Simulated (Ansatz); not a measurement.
# MoWO4: the cost of one run

Method: DFT PBEsol, scalar-relativistic, plane waves, PAW, in Ansatz 0.2.0.

## Step 1: Starting point

The cell holds 18 atoms (Mo3O12W3): a = 5.699 Å, b = 5.699 Å, c = 7.437 Å, α = 71.87°, β = 71.87°, γ = 72.72°.

The sites of an ideal rutile lattice, at a guessed lattice constant, take 3 Mo, 3 W; 12 O (sublattices apart by semicolons), with a shake of 0.02 Å. Warren-Cowley parameters of the first shell (negative: unlike neighbours preferred): Mo-W -0.33. In a cell this small the draw can fall short of the order aimed at.

Its coordinates follow in the input file.

## Step 2: Relaxation without symmetry, coarse mesh

A cheap relaxation: coarse mesh, no symmetry, loose thresholds.

File input.yaml:

```yaml
crystal:
  lattice:
    - [0.0, -4.77811268, 3.10577324]
    - [-4.77811268, 0.0, 3.10577324]
    - [-4.77811268, -4.77811268, -3.10577324]
  atoms:
    - { symbol: O, position: [0.2286617022, 0.2330160578, 0.4640270079] }
    - { symbol: O, position: [0.567926041, 0.5636566051, 0.1269569932] }
    - { symbol: O, position: [0.895633578, 0.8991128745, 0.7977466998] }
    - { symbol: O, position: [0.104216846, 0.0999287759, 0.2031675529] }
    - { symbol: O, position: [0.4391860518, 0.4319009104, 0.8739379011] }
    - { symbol: O, position: [0.7679132867, 0.7681584305, 0.5382114189] }
    - { symbol: O, position: [0.6437104898, 0.0251107482, 0.1659308193] }
    - { symbol: O, position: [0.9794091711, 0.3686098533, 0.8358245353] }
    - { symbol: O, position: [0.3046852519, 0.6957435335, 0.4960090561] }
    - { symbol: O, position: [0.0279008108, 0.6343394642, 0.1658684145] }
    - { symbol: O, position: [0.3630126278, 0.9686500976, 0.830069528] }
    - { symbol: O, position: [0.7019222961, 0.3067620898, 0.5020687838] }
    - { symbol: Mo, position: [0.331603113, 0.3324904475, 0.6629219247] }
    - { symbol: Mo, position: [0.6610163058, 0.6632452202, 0.3372753532] }
    - { symbol: Mo, position: [0.6728101248, 0.6642893949, 0.8327816509] }
    - { symbol: W, position: [0.9955105712, 0.0108536974, 0.0004228197] }
    - { symbol: W, position: [0.3277606505, 0.3381323637, 0.1658617985] }
    - { symbol: W, position: [0.9948808128, 0.9974407293, 0.4996151793] }
  symmetry: { detect: false }
basis:
  ecutwfc: 420
kpoints:
  mp_grid: { grid: [3, 3, 2], shift: [0.0, 0.0, 0.5] }
hamiltonian:
  xc: pbesol
scf:
  occupations: { method: gaussian, width: 0.1 }
  lower_state_search: "off"
output:
  forces: true
  stress: true
  eigenvalues: true
relax:
  adjacent_minimum: "off"
  f_tol: 0.04
  max_steps: 50
  cell: { stress_tol: 0.3 }
```

Launch:

```console
ansatz run input.yaml --threads 4 --pin off --max-ram 9216MiB --backend cpu --events-out ev --progress --plain --runs-dir out
```

What time and memory should one allow on 4 threads of Intel Xeon 6975P-C (Granite Rapids), shared host?

About 32 s, with a peak of 0.77 GiB.
